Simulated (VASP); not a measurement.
Here is a VASP 6.6.1 calculation.

POSCAR

```
As
1.0
    1.8553776084      1.0712027616      3.4665688483
   -1.8553776084      1.0712027616      3.4665688483
    0.0000000000     -2.1424055233      3.4665688483
As
2
Direct
    0.2260000000      0.2260000000      0.2260000000
    0.7740000000      0.7740000000      0.7740000000
```

File INCAR.step1:

```
ALGO     = Normal         # electronic algorithm
EDIFF    = 1E-8           # SCF threshold, eV
ENCUT    = 400            # plane-wave cutoff, eV
GGA      = PE             # functional
ISMEAR   = 0              # smearing method
LASPH    = T              # aspherical terms in the spheres
LCHARG   = F              # write CHGCAR
LREAL    = F              # projectors in reciprocal space
LWAVE    = T              # write WAVECAR
NELM     = 80             # most SCF steps
PREC     = Accurate       # precision mode
SIGMA    = 0.05           # smearing width, eV
```

File INCAR.step2:

```
AEXX     = 1.0            # exact-exchange fraction
AGGAC    = 0.0          
ALDAC    = 0.0          
ALGO     = EIGENVAL       # electronic algorithm
EDIFF    = 1E-8           # SCF threshold, eV
ENCUT    = 400            # plane-wave cutoff, eV
GGA      = PE             # functional
ISMEAR   = 0              # smearing method
ISTART   = 1            
LASPH    = T              # aspherical terms in the spheres
LCHARG   = F              # write CHGCAR
LHFCALC  = T              # exact exchange
LREAL    = F              # projectors in reciprocal space
LWAVE    = F              # write WAVECAR
NELM     = 1              # most SCF steps
PREC     = Accurate       # precision mode
PRECFOCK = Fast         
SIGMA    = 0.05           # smearing width, eV
```

Contents of INCAR.step3:

```
ALGO     = Exact          # electronic algorithm
EDIFF    = 1E-8           # SCF threshold, eV
ENCUT    = 400            # plane-wave cutoff, eV
GGA      = PE             # functional
ISMEAR   = 0              # smearing method
ISTART   = 1            
LASPH    = T              # aspherical terms in the spheres
LCHARG   = F              # write CHGCAR
LOPTICS  = T              # frequency-dependent dielectric function
LREAL    = F              # projectors in reciprocal space
LWAVE    = T              # write WAVECAR
NBANDS   = 760            # bands
NELM     = 1              # most SCF steps
PREC     = Accurate       # precision mode
SIGMA    = 0.05           # smearing width, eV
```

INCAR.step4

```
ALGO     = ACFDT          # electronic algorithm
EDIFF    = 1E-8           # SCF threshold, eV
ENCUT    = 400            # plane-wave cutoff, eV
ENCUTGW  = 200            # cutoff of the response function
GGA      = PE             # functional
ISMEAR   = 0              # smearing method
ISTART   = 1            
LASPH    = T              # aspherical terms in the spheres
LCHARG   = F              # write CHGCAR
LREAL    = F              # projectors in reciprocal space
LWAVE    = F              # write WAVECAR
NBANDS   = 760            # bands
NELM     = 80             # most SCF steps
NOMEGA   = 8              # frequency points
PREC     = Accurate       # precision mode
PRECFOCK = Fast         
SIGMA    = 0.05           # smearing width, eV
```

Contents of KPOINTS:

```
k-points
0
Gamma
  4 4 4
```

Potentials or basis: VASP PAW PBE potentials, release 64 (As_GW).

Run with:

```console
$ cat potpaw_PBE.64/As_GW/POTCAR > POTCAR
$ cp INCAR.step1 INCAR
$ mpirun -np 1 vasp_std > vasp.out
$ cp INCAR.step2 INCAR
$ mpirun -np 1 vasp_std > vasp.out
$ cp INCAR.step3 INCAR
$ mpirun -np 1 vasp_std > vasp.out
$ cp INCAR.step4 INCAR
$ mpirun -np 1 vasp_std > vasp.out
```

(1) Predict the RPA correlation energy.

(2) Predict the RPA total energy per cell.

(3) Estimate the RPA correlation energy per cell.

(4) Estimate the band gap on the k mesh, mean-field level.

Results:

(1) -12.274 eV/atom.

(2) -42.606 eV.

(3) -24.548 eV.

(4) 0.05 eV, direct.

Caveat: the k mesh is coarse (spacing up to 0.51 Å⁻¹), so the values aren't converged.
